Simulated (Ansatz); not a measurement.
A run of Ansatz 0.2.0 is set up as follows.

input.yaml

```yaml
crystal:
  lattice:
    - [2.9385819008, 0.0, 0.0]
    - [0.0002060026, 4.7076067549, 0.0]
    - [1.4687339249, 0.242353462, 7.0834647979]
  atoms:
    - { symbol: Ti, position: [0.00337187, 0.00038881, 0.00070319] }
    - { symbol: Ti, position: [0.34464021, 0.48025965, 0.31695987] }
    - { symbol: Ti, position: [0.66170814, 0.52047436, 0.68449636] }
    - { symbol: O, position: [0.44003816, 0.18543769, 0.1285388] }
    - { symbol: O, position: [0.77792634, 0.29772875, 0.45187807] }
    - { symbol: O, position: [0.10123624, 0.30895342, 0.80624322] }
    - { symbol: O, position: [0.90649721, 0.69183699, 0.19517157] }
    - { symbol: O, position: [0.22940715, 0.70300728, 0.54951473] }
    - { symbol: O, position: [0.56802567, 0.81530006, 0.87282718] }
hamiltonian:
  xc: pbe
  pseudopotentials: { kind: paw }
kpoints:
  mp_grid: { grid: [7, 5, 3] }
scf:
  occupations: { method: fermi_dirac, width: 0.05 }
output:
  forces: true
  stress: true
  eigenvalues: true
relax:
  f_tol: 0.01
  max_steps: 40
```

Potentials or basis: Ansatz PAW.

Run with:

```console
$ ansatz run input.yaml --threads 4 --pin off --max-ram 11264MiB --backend cpu --events-out ev --progress --plain --runs-dir out
```

Task: Estimate the energy gained by relaxing.

Result: 0.7 meV/atom.

Task: Predict the band gap on the k mesh.

Result: 2.32 eV, indirect (least direct gap 2.34 eV).

Forces on the atoms (eV/Å):
```
Ti   0.000  0.000  0.000
Ti   0.000  0.003  0.004
Ti   0.000 -0.003 -0.004
O    0.000 -0.003 -0.004
O    0.000  0.000 -0.002
O    0.000 -0.003  0.004
O    0.000  0.003 -0.004
O    0.000  0.000  0.002
O    0.000  0.003  0.004
```

Caveat: odd divisions of the mesh miss points on the zone boundary, where band edges often lie, so the gap on the mesh can be too wide. A k mesh can miss the band edges.
